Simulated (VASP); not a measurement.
# Cs (I4/mmm) in VASP: further runs

Runs on Cs. Level: PBE. Tasks: single point.

Program: VASP 6.6.1. These are calculated values, not measurements. Logs are shortened: lines on timing, memory, paths and dates and some standing lists are left out, and cuts for length are marked.

### 1 The crystal as given

It takes space group I4/mmm (No. 139, tetragonal). The conventional cell has a = 5.500 Å, b = 5.500 Å, c = 8.194 Å, α = 90.00°, β = 90.00°, γ = 90.00°.

This isn't the form of Cs at room conditions, which is bcc.

### 2 Single point, PBE

The input, INCAR:

```
PREC = Accurate
ENCUT = 700
EDIFF = 1E-6
ISMEAR = 1
SIGMA = 0.15
LREAL = False
LASPH = True
NELM = 100
ALGO = Normal
ISIF = 2
LWAVE = False
LCHARG = False
GGA = PE
NBANDS = 10
ADDGRID = False
```

The input, KPOINTS:

```
regular mesh
0
Gamma
  4 4 4
```

The input, POSCAR:

```
Cs
1.0
   -2.7500754600      2.7500754600      4.0972389800
    2.7500754600     -2.7500754600      4.0972389800
    2.7500754600      2.7500754600     -4.0972389800
Cs
1
Direct
    0.0000000000      0.0000000000      0.0000000000
```

Potentials or basis: VASP PAW PBE potentials, release 64 (Cs_sv).

Launch:

```bash
$ cat potpaw_PBE.64/Cs_sv/POTCAR > POTCAR
$ mpirun -np 1 vasp_std > vasp.out
```

OUTCAR:

```text
PREC = Accurate
   ENCUT = 700
   EDIFF = 1E-6
   ISMEAR = 1
   LREAL = False
   LASPH = True
   NELM = 100
   ISIF = 2
   GGA = PE

 Found     13 irreducible k-points:

 Following reciprocal coordinates:
            Coordinates               Weight
  0.000000  0.000000  0.000000      1.000000
  0.250000 -0.000000  0.000000      8.000000
  0.500000 -0.000000  0.000000      4.000000
  0.250000  0.250000  0.000000      8.000000
  0.500000  0.250000  0.000000     16.000000
 -0.250000  0.250000  0.000000      4.000000
   k-points           NKPTS =     13   k-points in BZ     NKDIM =     13   number of bands    NBANDS=     10
   number of dos      NEDOS =    301   number of ions     NIONS =      1
   total plane-waves  NPLWV = 125000
   dimension x,y,z NGX =    50 NGY =   50 NGZ =   50
   dimension x,y,z NGXF=   100 NGYF=  100 NGZF=  100
   ions per type =               1
   NGX,Y,Z   is equivalent  to a cutoff of  14.71, 14.71, 14.71 a.u.
   NGXF,Y,Z  is equivalent  to a cutoff of  29.43, 29.43, 29.43 a.u.
 SYSTEM =  unknown system
   PREC   = accura    normal or accurate (medium, high low for compatibility)
   ISTART =      0    job   : 0-new  1-cont  2-samecut
   ICHARG =      2    charge: 1-file 2-atom 10-const
   ISPIN  =      1    spin polarized calculation?
   LNONCOLLINEAR =      F non collinear calculations
   LSORBIT =      F    spin-orbit coupling
   LASPH  =      T    aspherical Exc in radial PAW
   ENCUT  =  700.0 eV  51.45 Ry    7.17 a.u.  12.19 12.19 12.19*2*pi/ulx,y,z
   NELM   =    100;   NELMIN=  2; NELMDL= -5     # of ELM steps
   EDIFF  = 0.1E-05   stopping-criterion for ELM
   LREAL  =      F    real-space projection
   EDIFFG = 0.1E-04   stopping-criterion for IOM
   NSW    =      0    number of steps for IOM
   IBRION =     -1    ionic relax: 0-MD 1-quasi-New 2-CG
   NFREE  =      0    steps in history (QN), initial steepest desc. (CG)
   ISIF   =      2    stress and relaxation
   ISYM   =      2    0-nonsym 1-usesym 2-fastsym
   POTIM  = 0.5000    time-step for ionic-motion
   TEBEG  =    0.0;   TEEND  =   0.0 temperature during run
   PSTRESS=    0.0 pullay stress
   NELECT =       9.0000    total number of electrons
   NUPDOWN=      -1.0000    fix difference up-down
   EMIN   =  10.00;   EMAX   =-10.00  energy-range for DOS
   EFERMI =   0.00;   METHOD = LEGACY
   ISMEAR =     1;   SIGMA  =   0.15  broadening in eV -4-tet -1-fermi 0-gaus
   EFERMI_NEDOS =   21; number of points for ismear=-14 and -15
   IALGO  =     38    algorithm
   IMIX   =      4    mixing-type and parameters
     AMIX     =   0.40;   BMIX     =  1.00
     AMIX_MAG =   1.60;   BMIX_MAG =  1.00
  volume/ion in A,a.u.               =     123.95       836.44
  Fermi-wavevector in a.u.,A,eV,Ry     =   0.682981  1.290648  6.346621  0.466463
  Thomas-Fermi vector in A             =   1.762213
   LORBIT       =      0    0 simple, 1 ext, 2 COOP (PROOUT), +10 PAW based schemes
   GGA     = PE    functional components
   LHFCALC =     F    Hartree Fock is set to
   AEXX    =    0.0000 exact exchange contribution
   IVDW    =     0    specifies the selected vdW correction
   LEPSILON=     F    determine dielectric tensor
   LRPA    =     F    only Hartree local field effects (RPA)
 non-spin polarized calculation
 Methfessel and Paxton  Order N= 1 SIGMA  =   0.15
  energy-cutoff  :      700.00
  volume of cell :      123.95
 maximum number of plane-waves:      5220
 NGX is ok and might be reduce to    50

 number of electron       9.0000000 magnetization

 Free energy of the ion-electron system (eV)
  ---------------------------------------------------
  ext. energy  EPLUGINS =         0.00000000
  ---------------------------------------------------
  free energy    TOTEN  =        -0.81685010 eV

  energy without entropy =       -0.81909133  energy(sigma->0) =       -0.81759717

 E-fermi :   0.3482     XC(G=0):  -5.2180

 val. band max:        0.2659607689   @ k =   0.5000  -0.0000   0.0000
 cond. band min:       0.4026172848   @ k =  -0.2500   0.5000   0.2500
 fundamental gap:      0.1366565159
 Fermi energy:         0.3482116980

 k-point     1 :       0.0000    0.0000    0.0000
  band No.  band energies     occupation
      1     -23.6135      2.00000
      2     -10.3689      2.00000
      3     -10.3673      2.00000
      4     -10.3673      2.00000
      5      -1.3263      2.00000
      6       2.5768     -0.00000
      7       2.7423     -0.00000
      8       2.7423     -0.00000
      9       3.5276      0.00000
     10       3.8486      0.00000

 k-point     2 :       0.2500   -0.0000    0.0000
  band No.  band energies     occupation
      1     -23.6114      2.00000
      2     -10.4210      2.00000
      3     -10.3776      2.00000
      4     -10.3726      2.00000
      5      -0.7532      2.00000
      6       1.8798     -0.00000
      7       2.6630     -0.00000
      8       2.8636     -0.00000
      9       3.5545      0.00000
     10       3.6671      0.00000

 k-point     3 :       0.5000   -0.0000    0.0000
  band No.  band energies     occupation
      1     -23.6093      2.00000
      2     -10.4728      2.00000
      3     -10.3866      2.00000
      4     -10.3778      2.00000
      5       0.2660      1.79097
      6       0.9816     -0.00000
      7       2.4409     -0.00000
      8       2.6657     -0.00000
      9       4.3742      0.00000
     10       4.4209      0.00000

 k-point     4 :       0.2500    0.2500    0.0000
  band No.  band energies     occupation
      1     -23.6093      2.00000
      2     -10.4397      2.00000
      3     -10.4128      2.00000
      4     -10.3847      2.00000
      5       0.0634      2.02189
      6       1.6535     -0.00000
      7       1.8171     -0.00000
      8       2.9045     -0.00000
      9       3.4781      0.00000
     10       4.2825      0.00000

 k-point     5 :       0.5000    0.2500    0.0000
  band No.  band energies     occupation
      1     -23.6084      2.00000
      2     -10.4567      2.00000
      3     -10.4093      2.00000
      4     -10.3966      2.00000
      5       0.5017     -0.05480
      6       1.2165     -0.00000
      7       1.9012     -0.00000
      8       2.9769     -0.00000
      9       3.5396      0.00000
     10       4.4165      0.00000

 k-point     6 :      -0.2500    0.2500    0.0000
  band No.  band energies     occupation
      1     -23.6105      2.00000
      2     -10.4193      2.00000
      3     -10.3917      2.00000
      4     -10.3861      2.00000
      5      -0.5431      2.00000
      6       1.8393     -0.00000
      7       2.4934     -0.00000
      8       2.9947     -0.00000
      9       3.0216     -0.00000
     10       3.9414      0.00000

 [... further k-points ...]

------------------------ aborting loop because EDIFF is reached ----------------------------------------

  FORCE on cell =-STRESS in cart. coord.  units (eV):
  Direction    XX          YY          ZZ          XY          YZ          ZX
  --------------------------------------------------------------------------------------
  -------------------------------------------------------------------------------------
  Total       -0.0799705     -0.0799705     -0.0501046      0.0000000      0.0000000     -0.0000000
  in kB       -1.0337127     -1.0337127     -0.6476612      0.0000000      0.0000000     -0.0000000
  external PRESSURE =      -0.9050288 kB  Pullay stress =       0.0000000 kB

 VOLUME and BASIS-vectors are now :
 -----------------------------------------------------------------------------
  energy-cutoff  :      700.00
  volume of cell :      123.95
      direct lattice vectors                 reciprocal lattice vectors
    -2.750075460  2.750075460  4.097238980     0.000000000  0.181813193  0.122033399
     2.750075460 -2.750075460  4.097238980     0.181813193  0.000000000  0.122033399
     2.750075460  2.750075460 -4.097238980     0.181813193  0.181813193  0.000000000

 POSITION                                       TOTAL-FORCE (eV/Angst)
 -----------------------------------------------------------------------------------
      0.00000      0.00000      0.00000         0.000000     -0.000000      0.000000
 -----------------------------------------------------------------------------------
    total drift:                                0.000000      0.000000      0.000000

  FREE ENERGIE OF THE ION-ELECTRON SYSTEM (eV)
  ---------------------------------------------------
  free  energy   TOTEN  =        -0.8168500971 eV

  energy  without entropy=       -0.8190913257  energy(sigma->0) =       -0.81759717
```

Run time: 17 s. Hardware: 1 thread of Intel Xeon Platinum 8488C (Sapphire Rapids), shared host; peak memory 0.32 GiB.

The run converged, but some of its settings lie outside the range that counts as converged, so its numbers aren't taken as properties of the crystal.

Results:

* Free energy: -0.8169 eV
* Pressure: -0.1 GPa
* Band gap on the k mesh: none (metal or under the smearing width)

Caveat: the k mesh is coarse (spacing up to 0.40 Å⁻¹), so the values aren't converged.

### 3 Single point, PBE

This run uses another cell than the first one, of the same volume but with other edges.

INCAR is that of step 2.

KPOINTS is that of step 2.

The input, POSCAR:

```
Cs
1.0
   -2.6528630000      2.7200140000      3.9488130000
    2.8833600000     -2.6988260000      4.0893020000
    2.7318000000      2.7777640000     -3.9345920000
Cs
1
Direct
    0.0073440000      0.0133040000      0.0001460000
```

Potentials or basis: VASP PAW PBE potentials, release 64 (Cs_sv).

Launch:

```bash
$ cat potpaw_PBE.64/Cs_sv/POTCAR > POTCAR
$ mpirun -np 1 vasp_std > vasp.out
```

Wall time 32 s (1 thread of Intel Xeon Platinum 8488C (Sapphire Rapids), shared host); peak memory 0.33 GiB.

The run converged, but some of its settings lie outside the range that counts as converged, so its numbers aren't taken as properties of the crystal.

What came out:

| Quantity | Value |
| --- | --- |
| Free energy | -0.8153 eV |
| Pressure | -0.1 GPa |
| Band gap on the k mesh | none (metal or under the smearing width) |

Caveat: the k mesh is coarse (spacing up to 0.39 Å⁻¹), so the values aren't converged.

### 4 Single point, PBE

INCAR: that of step 3 with these lines changed.

```diff
@@ -1,3 +1,3 @@
 PREC = Accurate
-ENCUT = 700
+ENCUT = 450
 EDIFF = 1E-6
```

The input, KPOINTS:

```
regular mesh
0
Gamma
  5 5 5
```

The input, POSCAR:

```
Cs
1.0
   -2.7500754600      2.7500754600      4.0972389800
    2.7500754600     -2.7500754600      4.0972389800
    2.7500754600      2.7500754600     -4.0972389800
Cs
1
Direct
    0.0000000000      0.0000000000      0.0000000000
```

Potentials or basis: VASP PAW PBE potentials, release 64 (Cs_sv).

Launch:

```bash
$ cat potpaw_PBE.64/Cs_sv/POTCAR > POTCAR
$ mpirun -np 1 vasp_std > vasp.out
```

OUTCAR:

```text
PREC = Accurate
   ENCUT = 450
   EDIFF = 1E-6
   ISMEAR = 1
   LREAL = False
   LASPH = True
   NELM = 100
   ISIF = 2
   GGA = PE

 Found     18 irreducible k-points:

 Following reciprocal coordinates:
            Coordinates               Weight
  0.000000  0.000000  0.000000      1.000000
  0.200000  0.000000  0.000000      8.000000
  0.400000  0.000000  0.000000      8.000000
  0.200000  0.200000  0.000000      8.000000
  0.400000  0.200000  0.000000     16.000000
 -0.400000  0.200000  0.000000     16.000000
[... 154 lines left out ...]
------------------------ aborting loop because EDIFF is reached ----------------------------------------

  FORCE on cell =-STRESS in cart. coord.  units (eV):
  Direction    XX          YY          ZZ          XY          YZ          ZX
  --------------------------------------------------------------------------------------
  -------------------------------------------------------------------------------------
  Total       -0.0876197     -0.0876197     -0.1317372      0.0000000      0.0000000      0.0000000
  in kB       -1.1325881     -1.1325881     -1.7028577      0.0000000      0.0000000      0.0000000
  external PRESSURE =      -1.3226780 kB  Pullay stress =       0.0000000 kB

 VOLUME and BASIS-vectors are now :
 -----------------------------------------------------------------------------
  energy-cutoff  :      450.00
  volume of cell :      123.95
      direct lattice vectors                 reciprocal lattice vectors
    -2.750075460  2.750075460  4.097238980     0.000000000  0.181813193  0.122033399
     2.750075460 -2.750075460  4.097238980     0.181813193  0.000000000  0.122033399
     2.750075460  2.750075460 -4.097238980     0.181813193  0.181813193  0.000000000

 POSITION                                       TOTAL-FORCE (eV/Angst)
 -----------------------------------------------------------------------------------
      0.00000      0.00000      0.00000         0.000000      0.000000      0.000000
 -----------------------------------------------------------------------------------
    total drift:                               -0.000000     -0.000000     -0.000000

  FREE ENERGIE OF THE ION-ELECTRON SYSTEM (eV)
  ---------------------------------------------------
  free  energy   TOTEN  =        -0.8716000899 eV

  energy  without entropy=       -0.8746834294  energy(sigma->0) =       -0.87262787
```

OSZICAR:

```text
N       E                     dE             d eps       ncg     rms          rms(c)
DAV:   1     0.520379460918E+02    0.52038E+02   -0.25796E+03   360   0.542E+02
DAV:   2     0.441953237641E+01   -0.47618E+02   -0.46124E+02   478   0.106E+02
DAV:   3    -0.790489652566E+00   -0.52100E+01   -0.52071E+01   416   0.402E+01
DAV:   4    -0.869077735166E+00   -0.78588E-01   -0.78578E-01   432   0.573E+00
DAV:   5    -0.869581915166E+00   -0.50418E-03   -0.50417E-03   544   0.460E-01    0.131E-01
DAV:   6    -0.870369057773E+00   -0.78714E-03   -0.12577E-03   420   0.169E-01    0.929E-02
DAV:   7    -0.871533425415E+00   -0.11644E-02   -0.38631E-03   392   0.307E-01    0.355E-02
DAV:   8    -0.871598383372E+00   -0.64958E-04   -0.12372E-04   430   0.664E-02    0.484E-03
DAV:   9    -0.871600768449E+00   -0.23851E-05   -0.45459E-06   524   0.104E-02    0.358E-03
DAV:  10    -0.871600089896E+00    0.67855E-06   -0.15049E-06   418   0.533E-03
   1 F= -.87160009E+00 E0= -.87262787E+00  d E =0.308334E-02
```

It took 9.9 s on 1 thread of Intel Xeon Platinum 8488C (Sapphire Rapids), shared host; peak memory 0.22 GiB.

These settings aren't checked as converged: the numbers below hold their error.

What came out:

| Item | Value |
| --- | --- |
| Free energy | -0.8716 eV |
| Pressure | -0.1 GPa |
| Band gap on the k mesh | none (metal or under the smearing width) |

[end of part 1 of 2]
